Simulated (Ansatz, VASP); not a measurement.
# Na: VASP beside Ansatz

```
CELL_PARAMETERS angstrom
1.76841 -6.17129 -0.37479
1.76841 6.17129 -0.37479
-1.05259 0.00000 3.62167
ATOMIC_POSITIONS crystal
Na 0.87472 0.12528 0.25000
Na 0.12528 0.87472 0.75000
```

Alike in both runs: functional PBE; k mesh 16 × 16 × 14; occupations gaussian, width 0.1 eV; no spin polarisation.

Ansatz relaxed the structure, and its values are those at the end. VASP's run is a single point on that final structure, the one shown.

|  | VASP | Ansatz |
| --- | --- | --- |
| version | VASP 6.6.1 | Ansatz 0.2.0 |
| potentials or method | VASP PAW PBE potentials, release 64 (Na_pv) | scalar-relativistic, plane waves, PAW |
| plane-wave cutoff (eV) | 520 | 420 |
| valence electrons in the cell | 14 | 18 |

```csv
,VASP,Ansatz,Ansatz less VASP
gap on the k mesh at the Fermi level (eV),none,none,-
pressure (GPa),0.0,0.0,0.00
```

A gap of «none» marks a metal or a gap that the smearing closes. With one functional, cell and mesh, what is left measures potentials, basis and numerics. The two sets of potentials don't hold the same shells in valence.
